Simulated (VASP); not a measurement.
# CH₃F: training a force field on the fly

CH₃F, molecule in box, 5 atoms in the cell. PBE, machine-learned force field trained on the fly; PAW potentials C, F, H (PBE set).

## Input

INCAR.step1:
```
  ALGO = Fast
  ANDERSEN_PROB = 0.1
  EDIFF = 1E-5
  ENCUT = 400
  IBRION = 0
  ISIF = 2
  ISMEAR = 0
  ISYM = 0
  LCHARG = F
  LREAL = F
  LWAVE = F
  MDALGO = 1
  ML_CTIFOR = 1E-6
  ML_ICRITERIA = 0
  ML_LMLFF = T
  ML_MODE = train
  ML_NMDINT = 1
  ML_WTSIF = 1E-10
  NELM = 100
  NELMIN = 4
  NSW = 160
  POTIM = 0.7
  PREC = Normal
  RANDOM_SEED = 664286 0 0
  SIGMA = 0.05
  TEBEG = 300
```

INCAR.step2:
```
  ALGO = Fast
  EDIFF = 1E-5
  ENCUT = 400
  IBRION = 0
  ISIF = 2
  ISMEAR = 0
  ISYM = 0
  LANGEVIN_GAMMA = 10 10 10
  LCHARG = F
  LREAL = F
  LWAVE = F
  MDALGO = 3
  ML_CTIFOR = 0.02
  ML_LMLFF = T
  ML_MODE = train
  ML_NMDINT = 2
  ML_WTSIF = 1E-10
  NELM = 100
  NELMIN = 4
  NSW = 2000
  POTIM = 0.7
  PREC = Normal
  RANDOM_SEED = 356968 0 0
  SIGMA = 0.05
  TEBEG = 180
  TEEND = 375
```

INCAR.step3:
```
  ALGO = Fast
  EDIFF = 1E-5
  ENCUT = 400
  ISMEAR = 0
  ISYM = 0
  LCHARG = F
  LREAL = F
  LWAVE = F
  ML_LMLFF = T
  ML_MODE = refit
  ML_WTSIF = 1E-10
  NELM = 100
  NELMIN = 4
  PREC = Normal
  SIGMA = 0.05
```

INCAR.step4:
```
  ENCUT = 400
  IBRION = -1
  ISMEAR = 0
  ISYM = 0
  LCHARG = F
  LWAVE = F
  ML_LMLFF = T
  ML_MODE = run
  NSW = 0
  NWRITE = 2
  PREC = Normal
  SIGMA = 0.05
```

INCAR.step5:
```
  ALGO = Fast
  EDIFF = 1E-5
  ENCUT = 400
  ISMEAR = 0
  ISYM = 0
  LCHARG = F
  LREAL = F
  LWAVE = F
  NELM = 100
  NELMIN = 4
  PREC = Normal
  SIGMA = 0.05
```

INCAR.step6:
```
  EDIFFG = -2E-4
  ENCUT = 400
  IBRION = 2
  ISIF = 2
  ISMEAR = 0
  ISYM = 0
  LCHARG = F
  LWAVE = F
  ML_LMLFF = T
  ML_MODE = run
  NSW = 300
  NWRITE = 0
  PREC = Normal
  SIGMA = 0.05
```

KPOINTS:
```
k-points
0
Gamma
  1 1 1
```

POSCAR.step1:
```
H3CF
1.0
    8.5000000000      0.0000000000      0.0000000000
    0.0000000000      8.0000000000      0.0000000000
    0.0000000000      0.0000000000      8.0000000000
C F H
1 1 3
Direct
    0.4837176400      0.4987687600      0.4873062500
    0.6184000000      0.4058437500      0.4652562500
    0.3816000000      0.4162937500      0.4790812400
    0.4773529400      0.5941562500      0.3898312500
    0.4873529400      0.5582187500      0.6101687500
```

Commands (each step's output is kept before the next begins):
```
cat potpaw_PBE.64/C/POTCAR potpaw_PBE.64/F/POTCAR potpaw_PBE.64/H/POTCAR > POTCAR
cp INCAR.step1 INCAR
cp POSCAR.step1 POSCAR
mpirun -np 4 vasp_gam > vasp.out
cp ML_ABN ../ML_AB
cp CONTCAR POSCAR
cp ../ML_AB ML_AB
cp INCAR.step2 INCAR
mpirun -np 4 vasp_gam > vasp.out
cp ML_ABN ../ML_AB
cp CONTCAR POSCAR
cp ../ML_AB ML_AB
cp INCAR.step3 INCAR
mpirun -np 4 vasp_gam > vasp.out
cp ML_FFN ../ML_FF
cp ../ML_FF ML_FF
rm ML_AB
cp INCAR.step4 INCAR
mpirun -np 4 vasp_gam > vasp.out
cp INCAR.step5 INCAR
mpirun -np 4 vasp_gam > vasp.out
cp INCAR.step6 INCAR
mpirun -np 4 vasp_gam > vasp.out
cp CONTCAR ../POSCAR.min
cp CONTCAR POSCAR
cp INCAR.step5 INCAR
mpirun -np 4 vasp_gam > vasp.out
cp INCAR.step4 INCAR
mpirun -np 4 vasp_gam > vasp.out
```

## Result

- Force error of the fit (eV/Å): 0.003
- Energy error of the fit (eV/atom): 0.0000

The training runs are MD at 180 to 375 K, 1.5 ps in all.

Between the relaxed minimum and a frame of the training run, the force field gives 0.141 eV and DFT 0.140 eV.

ML_LOGFILE.step1:
```
# STATUS This line describes the overall status of each step.
# STATUS
# STATUS nstep ..... MD time step or input structure counter
# STATUS state ..... One-word description of step action
# STATUS             - "accurate"  (1) : Errors are low, force field is used
# STATUS             - "threshold" (2) : Errors exceeded threshold, structure is sampled from ab initio
# STATUS             - "learning"  (3) : Stored configurations are used for training force field
# STATUS             - "critical"  (4) : Errors are high, ab initio sampling and learning is enforced
# STATUS             - "predict"   (5) : Force field is used in prediction mode only, no error checking
# STATUS             - "predfast"  (6) : Prediction mode only, no error checking, no error estimates
# STATUS             - "interval"  (7) : Errors exceeded threshold, but too close to last sampling (ML_NMDINT)
# STATUS is ........ Integer representation of above one-word description (integer in parenthesis)
# STATUS doabin .... Perform ab initio calculation (T/F)
# STATUS iff ....... Force field available (T/F, False after startup hints to possible convergence problems)
[... 34 lines left out ...]
BEEF                  157   4.37569803E-06   2.79932211E-03   1.32613965E-03   1.00000000E-06   3.90997786E-02   2.07071744E-02
BEEF                  158   4.65195709E-06   3.06392760E-03   1.48186647E-03   1.00000000E-06   3.99583071E-02   2.11190496E-02
BEEF                  159   4.60999625E-06   3.07857089E-03   1.50309576E-03   1.00000000E-06   4.07586076E-02   2.13894322E-02
BEEF                  160   4.34009351E-06   2.89620021E-03   1.40368161E-03   1.00000000E-06   3.94613325E-02   2.07988328E-02
ERR                   157   8.28756009E-05   7.01442893E-03   2.89749782E+00
ERR                   158   8.35367169E-05   6.98662356E-03   2.92994944E+00
ERR                   159   8.25318884E-05   6.97840214E-03   2.92132205E+00
ERR                   160   8.35521355E-05   6.92742451E-03   2.93770960E+00
```

ML_LOGFILE.step2:
```
# STATUS This line describes the overall status of each step.
# STATUS
# STATUS nstep ..... MD time step or input structure counter
# STATUS state ..... One-word description of step action
# STATUS             - "accurate"  (1) : Errors are low, force field is used
# STATUS             - "threshold" (2) : Errors exceeded threshold, structure is sampled from ab initio
# STATUS             - "learning"  (3) : Stored configurations are used for training force field
# STATUS             - "critical"  (4) : Errors are high, ab initio sampling and learning is enforced
# STATUS             - "predict"   (5) : Force field is used in prediction mode only, no error checking
# STATUS             - "predfast"  (6) : Prediction mode only, no error checking, no error estimates
# STATUS             - "interval"  (7) : Errors exceeded threshold, but too close to last sampling (ML_NMDINT)
# STATUS is ........ Integer representation of above one-word description (integer in parenthesis)
# STATUS doabin .... Perform ab initio calculation (T/F)
# STATUS iff ....... Force field available (T/F, False after startup hints to possible convergence problems)
[... 28 lines left out ...]
STATUS               1999  accurate  1      F      T      1999      1999
STATUS               2000  accurate  1      F      T      2000      2000
SPRSC                   0       160       160 C         28        28 F         28        28 H         68        67
BEEF                 1997   1.10170849E-05   1.99039434E-03   1.01876849E-03   2.00000000E-02   3.43341879E-02   2.02156182E-02
BEEF                 1998   1.13424239E-05   2.61413831E-03   1.22387626E-03   2.00000000E-02   3.49361418E-02   2.04421584E-02
BEEF                 1999   1.18258808E-05   3.38109806E-03   1.52371397E-03   2.00000000E-02   3.56960254E-02   2.08763837E-02
BEEF                 2000   1.21049852E-05   3.54152866E-03   1.60670590E-03   2.00000000E-02   3.59231166E-02   2.09645322E-02
ERR                     0   8.26402639E-05   6.93492990E-03   2.93396855E+00
```

ML_LOGFILE.step3:
```
# STATUS This line describes the overall status of each step.
# STATUS
# STATUS nstep ..... MD time step or input structure counter
# STATUS state ..... One-word description of step action
# STATUS             - "accurate"  (1) : Errors are low, force field is used
# STATUS             - "threshold" (2) : Errors exceeded threshold, structure is sampled from ab initio
# STATUS             - "learning"  (3) : Stored configurations are used for training force field
# STATUS             - "critical"  (4) : Errors are high, ab initio sampling and learning is enforced
# STATUS             - "predict"   (5) : Force field is used in prediction mode only, no error checking
# STATUS             - "predfast"  (6) : Prediction mode only, no error checking, no error estimates
# STATUS             - "interval"  (7) : Errors exceeded threshold, but too close to last sampling (ML_NMDINT)
# STATUS is ........ Integer representation of above one-word description (integer in parenthesis)
# STATUS doabin .... Perform ab initio calculation (T/F)
# STATUS iff ....... Force field available (T/F, False after startup hints to possible convergence problems)
[... 20 lines left out ...]
# BEEF bee_ave_stress ... Bayesian error estimate of stresses (average) (kB)
# BEEF              nstep       bee_energy    bee_max_force    bee_ave_force        threshold   bee_max_stress   bee_ave_stress
# BEEF                  2                3                4                5                6                7                8
# SPRSC This line shows the results of sparsification regarding the number
# SPRSC of reference structures and local reference configurations.
# SPRSC
STATUS                  0  learning  3      T      F         0         0
STATUS                  1  accurate  1      F      T         1         1
SPRSC                   0       160       160 C         28        28 F         28        28 H         67        67
ERR                     0   4.04001069E-05   3.09585064E-03   2.93870896E+00
```

Limits: the nuclei move classically.

VASP 6.6.1 took 206 s on 4 cores (Intel Xeon Platinum 8488C (Sapphire Rapids)), a shared host.
